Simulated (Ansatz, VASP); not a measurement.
Ru: 3 runs at one level of theory

The starting cell:

```
Ru
1.0
     2.70580    0.00000    0.00000
    -1.35290    2.34329    0.00000
     0.00000    0.00000    4.28190
Ru
2
Direct
  0.66667 0.33333 0.75000
  0.33333 0.66667 0.25000
```

Alike in all runs: task relaxation of cell and atoms; functional revPBE; k mesh 11 × 11 × 6; occupations fermi-dirac, width 0.05 eV; no spin polarisation; no spin-orbit coupling.

```
                        program and potentials  plane-wave cutoff (eV)                                                                                          notes  equilibrium volume (Å³/atom)
                            Ansatz, Ansatz PAW                     420  potentials made for PBE, which Ansatz adapts in part; 16 valence electrons an atom on average                         13.91
             VASP, PBE PAW files Ru_pv, 600 eV                     600                               potentials made for PBE; 14 valence electrons an atom on average                         13.90
Ansatz, all-electron LAPW, scalar-relativistic                       -                                                                                              -                         13.91
```

The equilibrium volume spans 13.90 (VASP, PBE PAW files Ru_pv, 600 eV) to 13.91 Å³/atom (Ansatz, Ansatz PAW), with all-electron results at 13.91. Some sets were made for another functional than the one run, which can shift their rows. Relaxations stop with a little pressure left, so the last digit of a volume isn't settled.

The functional is the same throughout but for its coding, so the spread measures potentials, basis and numerics; runs on potential files found faulty are left out.

The three treatments give effectively the same volume for ruthenium, from 13.90 to 13.91 Å³/atom, so neither PAW set shows a resolvable error against the all-electron result. Both sets keep the 4p semicore shell in the valence. The step from 14 to 16 electrons corresponds to adding 4s, which is deep and compact enough that freezing it should hardly affect the bonding. The metal's stiffness also helps: with the 4d band a little over half full, mostly bonding states are occupied, and the strong cohesion turns small errors in pressure into very small changes in volume.

The shared value lies somewhat above the measured volume of hcp ruthenium. Since the all-electron calculation shows the same expansion, it probably comes from revPBE itself, whose exchange favours inhomogeneous densities more strongly than PBE and so weakens bonds and lengthens them. The agreement therefore supports the numerical consistency of the potentials, not the accuracy of the functional, and a matching volume alone doesn't establish that the axial ratio or the elastic response agrees equally well.
